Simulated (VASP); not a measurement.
# Ti in VASP: further runs, part 2 of 2

VASP 6.6.1.

### Step 3. Work function, PBE

INCAR

```
SYSTEM = Ti
PREC = Accurate ; ENCUT = 520
EDIFF = 1E-6 ; ISMEAR = -1
SIGMA = 0.05 ; LREAL = .FALSE.
LASPH = .TRUE. ; NELM = 80
ALGO = Normal ; ISIF = 2
LWAVE = .FALSE. ; LCHARG = .FALSE.
LDIPOL = .TRUE. ; IDIPOL = 3
DIPOL = 0.5 0.5 0.500 ; GGA = PE
EFIELD = -0.3 ; LVHAR = .TRUE.
LVACPOTAV = .TRUE.
```

KPOINTS

```
regular mesh
0
G
  10 10 1
  0 0 0
```

POSCAR

```
Ti
1.0
    2.9499978604      0.0000000000      0.0000000000
   -1.4749989302      2.5547730882      0.0000000000
    0.0000000000      0.0000000000     26.7150000000
Ti
6
Direct
    0.6666666667      0.3333333334      0.2807411567
    0.3333333333      0.6666666666      0.3684446940
    0.6666666667      0.3333333334      0.4561482313
    0.3333333333      0.6666666666      0.5438517687
    0.6666666667      0.3333333334      0.6315553060
    0.3333333333      0.6666666666      0.7192588433
```

Potentials or basis: VASP PAW PBE potentials, release 64 (Ti_sv).

Command:

```console
cat potpaw_PBE.64/Ti_sv/POTCAR > POTCAR
mpirun -np 1 vasp_std > vasp.out
```

OUTCAR:

```text
SYSTEM = Ti
   PREC = Accurate
   ENCUT = 520
   EDIFF = 1E-6
   ISMEAR = -1
   LREAL = .FALSE.
   LASPH = .TRUE.
   NELM = 80
   ISIF = 2
   GGA = PE

 ion  position               nearest neighbor table
   1  0.667  0.333  0.281-   2 2.90   2 2.90   2 2.90
   2  0.333  0.667  0.368-   1 2.90   1 2.90   3 2.90   3 2.90   1 2.90   3 2.90
   3  0.667  0.333  0.456-   2 2.90   2 2.90   2 2.90   4 2.90   4 2.90   4 2.90
   4  0.333  0.667  0.544-   5 2.90   5 2.90   5 2.90   3 2.90   3 2.90   3 2.90
   5  0.667  0.333  0.632-   6 2.90   6 2.90   4 2.90   4 2.90   6 2.90   4 2.90
   6  0.333  0.667  0.719-   5 2.90   5 2.90   5 2.90

  LATTYP: Found a hexagonal cell.
 ALAT       =     2.9499978604
 C/A-ratio  =     9.0559387716

  Lattice vectors:

 A1 = (   2.9499978604,   0.0000000000,   0.0000000000)
 A2 = (  -1.4749989302,   2.5547730882,   0.0000000000)
 A3 = (   0.0000000000,   0.0000000000,  26.7150000000)

Analysis of symmetry for initial positions (statically):
=====================================================================
 Subroutine PRICEL returns:
 Original cell was already a primitive cell.

 Routine SETGRP: Setting up the symmetry group for a
 hexagonal supercell.

 Subroutine GETGRP returns: Found 12 space group operations
 (whereof 12 operations were pure point group operations)
 out of a pool of 24 trial point group operations.

The static configuration has the point symmetry D_3d.

Analysis of symmetry for dynamics (positions and initial velocities):
=====================================================================
 An external electric field (EFIELD) may reduce the allowed symmetry operations
 Subroutine PRICEL returns:
 Original cell was already a primitive cell.

 Routine SETGRP: Setting up the symmetry group for a
[... 125 lines left out ...]
  Fermi-wavevector in a.u.,A,eV,Ry     =   1.162008  2.195877 18.371450  1.350263
  Thomas-Fermi vector in A             =   2.298574
   LORBIT       =      0    0 simple, 1 ext, 2 COOP (PROOUT), +10 PAW based schemes
   GGA     = PE    functional components
   LHFCALC =     F    Hartree Fock is set to
   AEXX    =    0.0000 exact exchange contribution
   IVDW    =     0    specifies the selected vdW correction
   LEPSILON=     F    determine dielectric tensor
   LRPA    =     F    only Hartree local field effects (RPA)
 non-spin polarized calculation
  energy-cutoff  :      520.00
  volume of cell :      201.34
 maximum number of plane-waves:      5535
 NGX is ok and might be reduce to    24
   NGX = 11   NGY = 11   NGZ = 99

 dipolmoment           0.000000      0.000000      0.000000 electrons x Angstroem

 number of electron      72.0000002 magnetization

 dipolmoment           0.000000      0.000000     -0.204515 electrons x Angstroem

 Free energy of the ion-electron system (eV)
  ---------------------------------------------------
  ext. energy  EPLUGINS =         0.00000000
  ---------------------------------------------------
  free energy    TOTEN  =       -45.10408880 eV

  energy without entropy =      -45.01793267  energy(sigma->0) =      -45.06101074

 E-fermi :   2.3206     XC(G=0):  -6.7877

 val. band max:        2.3008128651   @ k =   0.1000   0.1000   0.0000
 cond. band min:       2.3421337255   @ k =   0.1000   0.0000   0.0000
 fundamental gap:      0.0413208604
 Fermi energy:         2.3206131735

 k-point     1 :       0.0000    0.0000    0.0000
  band No.  band energies     occupation
      1     -54.6699      2.00000
      2     -54.6669      2.00000
      3     -54.5281      2.00000
      4     -54.4872      2.00000
      5     -54.4460      2.00000
      6     -54.4236      2.00000
[... 633 lines left out ...]
     42       2.6722      0.00177
     43       2.7159      0.00074

------------------------ aborting loop because EDIFF is reached ----------------------------------------

  FORCE on cell =-STRESS in cart. coord.  units (eV):
  Direction    XX          YY          ZZ          XY          YZ          ZX
  --------------------------------------------------------------------------------------
  -------------------------------------------------------------------------------------
  Total       -2.5666751     -2.5666751     -3.3816809      0.0000000      0.0000000      0.0000000
  in kB      -20.4245394    -20.4245394    -26.9100181      0.0000000      0.0000000      0.0000000
  external PRESSURE =     -22.5863657 kB  Pullay stress =       0.0000000 kB

 VOLUME and BASIS-vectors are now :
 -----------------------------------------------------------------------------
  energy-cutoff  :      520.00
  volume of cell :      201.34
      direct lattice vectors                 reciprocal lattice vectors
     2.949997860  0.000000000  0.000000000     0.338983297  0.195712098  0.000000000
    -1.474998930  2.554773088  0.000000000     0.000000000  0.391424195  0.000000000
     0.000000000  0.000000000 26.715000000     0.000000000  0.000000000  0.037432154

 POSITION                                       TOTAL-FORCE (eV/Angst)
 -----------------------------------------------------------------------------------
      1.47500      0.85159      7.50000         0.000000      0.000000      0.625358
     -0.00000      1.70318      9.84300         0.000000      0.000000     -0.591651
      1.47500      0.85159     12.18600         0.000000      0.000000      0.068799
     -0.00000      1.70318     14.52900        -0.000000     -0.000000     -0.071119
      1.47500      0.85159     16.87200        -0.000000      0.000000      0.587949
     -0.00000      1.70318     19.21500        -0.000000      0.000000     -0.619337
 -----------------------------------------------------------------------------------
    total drift:                                0.000000      0.000000      0.000226

  FREE ENERGIE OF THE ION-ELECTRON SYSTEM (eV)
  ---------------------------------------------------
  free  energy   TOTEN  =       -45.1040888042 eV

  energy  without entropy=      -45.0179326671  energy(sigma->0) =      -45.06101074
```

Run time: 5.2 min. Hardware: 1 thread of Intel Xeon Platinum 8375C at 2.90GHz (Ice Lake), shared host; peak memory 0.35 GiB.

What came out:

- Free energy: -45.1041 eV
- Largest force: 0.625 eV/Å
- Band gap on the k mesh: none (metal or under the smearing width)

Forces on the atoms (eV/Å):
```
Ti   0.000  0.000  0.625
Ti   0.000  0.000 -0.592
Ti   0.000  0.000  0.069
Ti   0.000  0.000 -0.071
Ti   0.000  0.000  0.588
Ti   0.000  0.000 -0.619
```

Levels at points of the mesh, in eV from the Fermi level:
| k point | band 34 | band 35 | band 36 | band 37 | band 38 | band 39 |
| --- | --- | --- | --- | --- | --- | --- |
| (0.00, 0.00, 0.00) | 0.28 | 0.55 | 0.61 | 0.67 | 0.67 | 0.68 |
| (0.50, 0.00, 0.00) | -0.84 | -0.83 | 0.14 | 0.34 | 0.62 | 0.95 |
